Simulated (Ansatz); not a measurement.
The cell is COD entry 5000216, as deposited and not checked against the literature; nothing was relaxed. The listed cell was then made from it by scaling, straining or moving an atom.

An input for Cu: DFT, PBE, all-electron PAW with datasets made for the crystal, scalar-relativistic (Ansatz 0.2.0).

Command: `ansatz run input.yaml --threads 1 --pin off --max-ram 3072MiB --backend cpu --events-out ev --progress --plain --runs-dir out` The run took 7.8 s on 1 thread of Arm Neoverse V2, with other jobs on the host, peak memory 0.41 GiB.

```yaml
crystal:
  lattice:
    - [0.0, 1.7830713297, 1.7830713297]
    - [1.7830713297, 0.0, 1.7830713297]
    - [1.7830713297, 1.7830713297, 0.0]
  atoms:
    - { symbol: Cu, position: [0.0, 0.0, 0.0] }
kpoints:
  mp_grid: { grid: [19, 19, 19] }
scf:
  occupations: { method: fermi_dirac, width: 0.08 }
hamiltonian:
  xc: pbe
  pseudopotentials: { kind: all_electron, datasets: crystal }
output:
  forces: true
  stress: true
  eigenvalues: true
  efg: { contact_densities: true }
```

The results part of the log:

```
SCF 1 converged in 9 iterations: F = -45034.279369 eV  dr2 = 1.96e-9
  Residual-converged pass: ⟨swp⟩=2.0  Hψ=3296  notcnv=0  max |occ|·‖R‖ = 3.7e-6 eV (tolerance 3.7e-6 eV)  dr2=1.96e-9  dr2_onsite=1.67e-9  max |Δocc| = 2.0e-9
  greatest PAW one-centre occupation: 0.933 electrons in one spin orbital (limit 2), on the Cu atom at site 0 (counted from 0), in its partial waves of l = 2
SCF converged after 9 iterations
Free energy (F): -45034.279369 eV
Harris-Foulkes:  -45034.279369 eV  (|F-HF|=1.97e-9)
Internal energy: -45034.272426 eV  (E = F + TS)
E sigma→0 (E₀):  -45034.275898 eV
Entropy (-TS):   -0.006943 eV (-6.943 meV/atom)
Past the cutoff: the bands carry plane waves up to 1.75 times it, of which those up to 1.5 times it add -0.000712 eV an atom, each by itself; the spheres take 0.000324 eV an atom off the energy for waves past 1.75 times it
By the cutoff:   a pressure is off by up to 0.010 GPa (1.2 times the spheres' own share and the shells' term, over an atom's volume, and 0.004 GPa: a bound that held against runs at twice the plane waves)
Past the cutoffs: a stress includes 0.0017 GPa for waves and charges beyond them, in addition to the slope of what the spheres take
In the spheres:  the bands' charges fall short by 2.3e-8 e at most (sound up to 1e-3), those of shells solved beside the bands by 3.0e-8 e (sound up to 5e-4)
Fermi energy:    17.555686 eV
--- Per-component energies (eV) ---
  The terms above E_closure are by the made datasets' own strengths, without shells solved beside the bands.
--- Forces (eV/Å), atoms counted from 1 ---
  atom   1  Cu     0.00000000    -0.00000000    -0.00000000
  max |Σ_I F_I| component: 6.16e-32 eV/Å
--- Stress (GPa, compression-positive) ---
        8.450512       0.000000      -0.000000
        0.000000       8.450512      -0.000000
       -0.000000       0.000000       8.450512
  P = ⅓ Tr σ = 8.4505 GPa (84.505 kbar)
  It holds what live shells' own plane waves past their cutoff add
--- PAW observables at the nuclei: V_zz in 10²¹ V/m², potentials from the cell's mean, atoms counted from 1 ---
  atom   1  Cu V_zz =    +0.000000   η = 0.0000   by run symmetry: forbidden
            electrostatic potential = -3762.523980 V   contact ρ = 147635.173871 e/Å³
--- Band table (eV; the first three rows and the last of 220) ---
  k-point 0: bands = ["7.7737", "14.3652", "14.3652", "14.3652", "15.2522", "15.2522", "40.4279", "43.3618"]
  k-point 1: bands = ["7.8779", "14.3417", "14.3859", "14.3859", "15.2438", "15.2438", "39.9011", "41.9852"]
  k-point 2: bands = ["8.1870", "14.2768", "14.4406", "14.4406", "15.2256", "15.2256", "37.7437", "41.2510"]
  k-point 219: bands = ["13.1566", "13.6962", "13.9126", "15.2084", "16.0031", "23.5055", "23.7219", "26.1044"]
```
